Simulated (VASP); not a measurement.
A run of VASP 6.6.1:

INCAR

```
SYSTEM = BaZrO3
ALGO = Normal
EDIFF = 1E-6
ENCUT = 520
GGA = PE
ISIF = 2
ISMEAR = 0
KPAR = 2
LASPH = .True.
LCHARG = .True.
LREAL = .False.
LVHAR = .True.
LWAVE = .False.
NELM = 80
PREC = Accurate
SIGMA = 0.02
```

Contents of KPOINTS:

```
k-points
0
Gamma
  6 6 6
  0 0 0
```

File POSCAR:

```
BaZrO3
1.0
    4.2000000000      0.0000000000      0.0000000000
    0.0000000000      4.2000000000      0.0000000000
    0.0000000000      0.0000000000      4.2000000000
Ba Zr O
1 1 3
Direct
    0.0000000000      0.0000000000      0.0000000000
    0.5000000000      0.5000000000      0.5000000000
    0.5000000000      0.5000000000      0.0000000000
    0.0000000000      0.5000000000      0.5000000000
    0.5000000000      0.0000000000      0.5000000000
```

Potentials or basis: VASP PAW PBE potentials, release 64 (Ba_sv, Zr_sv, O).

The run is started by

```bash
$ cat potpaw_PBE.64/Ba_sv/POTCAR potpaw_PBE.64/Zr_sv/POTCAR potpaw_PBE.64/O/POTCAR > POTCAR
$ mpirun -np 2 vasp_std > vasp.out
```

Hardware: 2 MPI ranks on Intel(R) Xeon(R) Platinum 8375C CPU @ 2.90GHz (Ice Lake), with other jobs on the host.

Estimate the wall time of this run.

Run time: 18 s on 2 MPI ranks on Intel(R) Xeon(R) Platinum 8375C CPU @ 2.90GHz (Ice Lake), with other jobs on the host, peak memory 0.19 GiB a rank. Counts: scf iterations 14, k points 20.
